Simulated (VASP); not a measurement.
# ZnSe (Stilleite) (F-43m) in VASP: a series of runs, part 2 of 2

VASP 6.6.1.

## Step 5: Single point, HSE06

Contents of POSCAR:

```
ZnSe
1.0
    0.0000000000      2.8338000000      2.8338000000
    2.8338000000      0.0000000000      2.8338000000
    2.8338000000      2.8338000000      0.0000000000
Se Zn
1 1
Direct
    0.7500000000      0.7500000000      0.7500000000
    0.0000000000      0.0000000000      0.0000000000
```

Contents of INCAR.step1:

```
SYSTEM = ZnSe
ALGO     = Normal         ! electronic algorithm
EDIFF    = 1E-5           ! SCF threshold, eV
ENCUT    = 300            ! plane-wave cutoff, eV
GGA      = PE             ! functional
ISIF     = 2              ! what is computed and relaxed
ISMEAR   = 0              ! smearing method
LASPH    = .TRUE.         ! aspherical terms in the spheres
LCHARG   = .FALSE.        ! write CHGCAR
LREAL    = .FALSE.        ! projectors in reciprocal space
LWAVE    = .TRUE.         ! write WAVECAR
NBANDS   = 17             ! bands
NELM     = 100            ! most SCF steps
NKRED    = 1            
PREC     = Accurate       ! precision mode
SIGMA    = 0.01           ! smearing width, eV
```

Contents of INCAR.step2:

```
SYSTEM = ZnSe
ALGO     = Normal         ! electronic algorithm
EDIFF    = 1E-6           ! SCF threshold, eV
ENCUT    = 300            ! plane-wave cutoff, eV
GGA      = PE             ! functional
HFSCREEN = 0.2            ! screening, 1/A
ISIF     = 2              ! what is computed and relaxed
ISMEAR   = 0              ! smearing method
ISTART   = 1            
LASPH    = .TRUE.         ! aspherical terms in the spheres
LCHARG   = .FALSE.        ! write CHGCAR
LHFCALC  = .TRUE.         ! exact exchange
LREAL    = .FALSE.        ! projectors in reciprocal space
LWAVE    = .FALSE.        ! write WAVECAR
NBANDS   = 17             ! bands
NELM     = 100            ! most SCF steps
NKRED    = 1            
PREC     = Accurate       ! precision mode
PRECFOCK = Fast         
SIGMA    = 0.01           ! smearing width, eV
```

Contents of KPOINTS:

```
k-points
0
G
  5 5 5
  0 0 0
```

Potentials or basis: VASP PAW PBE potentials, release 64 (Se, Zn).

On the command line:

```console
cat potpaw_PBE.64/Se/POTCAR potpaw_PBE.64/Zn/POTCAR > POTCAR
cp INCAR.step1 INCAR
mpirun -np 1 vasp_std > vasp.out
cp INCAR.step2 INCAR
mpirun -np 1 vasp_std > vasp.out
```

OUTCAR:

```text
SYSTEM = ZnSe
   EDIFF = 1E-6
   ENCUT = 300
   GGA = PE
   HFSCREEN = 0.2
   ISIF = 2
   ISMEAR = 0
   ISTART = 1
   LASPH = .TRUE.
   LHFCALC = .TRUE.
   LREAL = .FALSE.
   NELM = 100
   NKRED = 1
   PREC = Accurate
   PRECFOCK = Fast

 Found     10 irreducible k-points:

 Following reciprocal coordinates:
            Coordinates               Weight
  0.000000  0.000000  0.000000      1.000000
  0.200000  0.000000  0.000000      8.000000
  0.400000  0.000000  0.000000      8.000000
  0.200000  0.200000  0.000000      6.000000
  0.400000  0.200000  0.000000     24.000000
 -0.400000  0.200000  0.000000     24.000000
   k-points           NKPTS =     10   k-points in BZ     NKDIM =    125   number of bands    NBANDS=     17
   number of dos      NEDOS =    301   number of ions     NIONS =      2
   total plane-waves  NPLWV =  13824
   dimension x,y,z NGX =    24 NGY =   24 NGZ =   24
   dimension x,y,z NGXF=    48 NGYF=   48 NGZF=   48
   ions per type =               1   1
   NGX,Y,Z   is equivalent  to a cutoff of   9.96,  9.96,  9.96 a.u.
   NGXF,Y,Z  is equivalent  to a cutoff of  19.91, 19.91, 19.91 a.u.
 SYSTEM =  ZnSe
   PREC   = accura    normal or accurate (medium, high low for compatibility)
[... 62 lines left out ...]

  energy without entropy =       -7.42732872  energy(sigma->0) =       -7.42732872

 E-fermi :   1.0185     XC(G=0):  -7.7222

 val. band max:        0.9563675250   @ k =   0.0000   0.0000   0.0000
 cond. band min:       3.3805812497   @ k =   0.0000   0.0000   0.0000
 fundamental gap:      2.4242137247
 Fermi energy:         1.0184724310

 k-point     1 :       0.0000    0.0000    0.0000
  band No.  band energies     occupation
      1     -13.4253      2.00000
      2      -7.2030      2.00000
      3      -7.2029      2.00000
      4      -7.2029      2.00000
      5      -6.8719      2.00000
      6      -6.8719      2.00000
[... 97 lines left out ...]
      4      -6.8923      2.00000
      5      -6.8659      2.00000
      6      -6.6451      2.00000
[... 9 lines left out ...]
     16      15.3746      0.00000
     17      17.7223      0.00000

 [... further k-points ...]

------------------------ aborting loop because EDIFF is reached ----------------------------------------

  FORCE on cell =-STRESS in cart. coord.  units (eV):
  Direction    XX          YY          ZZ          XY          YZ          ZX
  --------------------------------------------------------------------------------------
  -------------------------------------------------------------------------------------
  Total        0.3039254      0.3039254      0.3039254     -0.0000000      0.0000000      0.0000000
  in kB       10.6989223     10.6989223     10.6989223     -0.0000000      0.0000000      0.0000000
  external PRESSURE =      10.6989223 kB  Pullay stress =       0.0000000 kB

 VOLUME and BASIS-vectors are now :
 -----------------------------------------------------------------------------
  energy-cutoff  :      300.00
  volume of cell :       45.51
      direct lattice vectors                 reciprocal lattice vectors
     0.000000000  2.833800000  2.833800000    -0.176441527  0.176441527  0.176441527
     2.833800000  0.000000000  2.833800000     0.176441527 -0.176441527  0.176441527
     2.833800000  2.833800000  0.000000000     0.176441527  0.176441527 -0.176441527

 POSITION                                       TOTAL-FORCE (eV/Angst)
 -----------------------------------------------------------------------------------
      4.25070      4.25070      4.25070         0.000000      0.000000      0.000000
      0.00000      0.00000      0.00000        -0.000000     -0.000000     -0.000000
 -----------------------------------------------------------------------------------
    total drift:                               -0.000083     -0.000077     -0.000053

  FREE ENERGIE OF THE ION-ELECTRON SYSTEM (eV)
  ---------------------------------------------------
  free  energy   TOTEN  =        -7.4273287234 eV

  energy  without entropy=       -7.4273287234  energy(sigma->0) =       -7.42732872
```

OSZICAR.step1:

```text
N       E                     dE             d eps       ncg     rms          rms(c)
DAV:   1     0.732742437598E+02    0.73274E+02   -0.64400E+03   348   0.788E+02
DAV:   2    -0.231042119461E+01   -0.75585E+02   -0.71821E+02   400   0.194E+02
DAV:   3    -0.626755178496E+01   -0.39571E+01   -0.39402E+01   417   0.472E+01
DAV:   4    -0.629277407186E+01   -0.25222E-01   -0.25219E-01   405   0.404E+00
DAV:   5    -0.629287558407E+01   -0.10151E-03   -0.10151E-03   410   0.229E-01    0.479E+00
DAV:   6    -0.602159885384E+01    0.27128E+00   -0.46980E-01   483   0.208E+01    0.362E+00
DAV:   7    -0.600090491062E+01    0.20694E-01   -0.14299E-01   384   0.293E+00    0.154E+00
DAV:   8    -0.600076247893E+01    0.14243E-03   -0.42037E-03   430   0.577E-01    0.447E-01
DAV:   9    -0.600098923248E+01   -0.22675E-03   -0.10362E-03   374   0.224E-01    0.675E-02
DAV:  10    -0.600109079203E+01   -0.10156E-03   -0.15922E-04   385   0.894E-02    0.197E-02
DAV:  11    -0.600109108292E+01   -0.29090E-06   -0.30839E-05   380   0.451E-02
   1 F= -.60010911E+01 E0= -.60010911E+01  d E =-.213831E-38
```

It took 1.7 min on 1 thread of Intel Xeon 6975P-C (Granite Rapids), shared host; peak memory 0.24 GiB.

These settings aren't checked as converged: the numbers below hold their error.

What came out:

| Item | Value |
| --- | --- |
| Free energy | -7.4273 eV |
| Band gap on the k mesh | 2.42 eV, direct |

Caveat: the cutoff is under 1.25 times the usual one of these potentials, so pressure, stress and relaxed cells hold a basis-set (Pulay) error; the PAW data sets were made with another functional, which shifts forces and pressure a little.

## Step 6: The reference run

An earlier run on the cell as given: functional PBE; potentials or basis VASP PAW PBE potentials, release 64 (Se, Zn); cutoff 520 eV; k mesh 8 × 8 × 8; occupations fermi-dirac, width 0.05 eV; no spin polarisation.

- Pressure: 2.3 GPa
- Band gap on the k mesh: 1.29 eV, direct
